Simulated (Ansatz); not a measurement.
Chalcopyrite CuInS2 was calculated with r²SCAN+rVV10 (PAW; Ansatz, a quantum-chemistry and plane-wave program).

Numerical settings: plane-wave cutoff 560 eV, 10×10×10 k mesh, Fermi–Dirac smearing 0.01 eV, no spin polarisation, scalar-relativistic PAW data made under PBE.

The volume scan:

| V (Å³/atom) | E − E_lowest (meV/atom) | P (GPa) |
|---|---|---|
| 20.103 | 8.68 | 3.46 |
| 20.522 | 2.07 | 1.63 |
| 20.940 | 0.00 | -0.01 |
| 21.359 | 1.96 | -1.46 |
| 21.778 | 7.51 | -2.76 |

Fit the third-order Birch–Murnaghan equation and give B0 and B′.

V0 = 20.938 Å³/atom, B0 = 77.1 GPa, B′ = 4.8 (fit to the energies at full precision).

Shape and atoms are relaxed at each volume.

Note: the bulk modulus comes from volumes at which shape and atoms were relaxed.

Spin–orbit coupling is not included.

Computed values are for the static lattice.
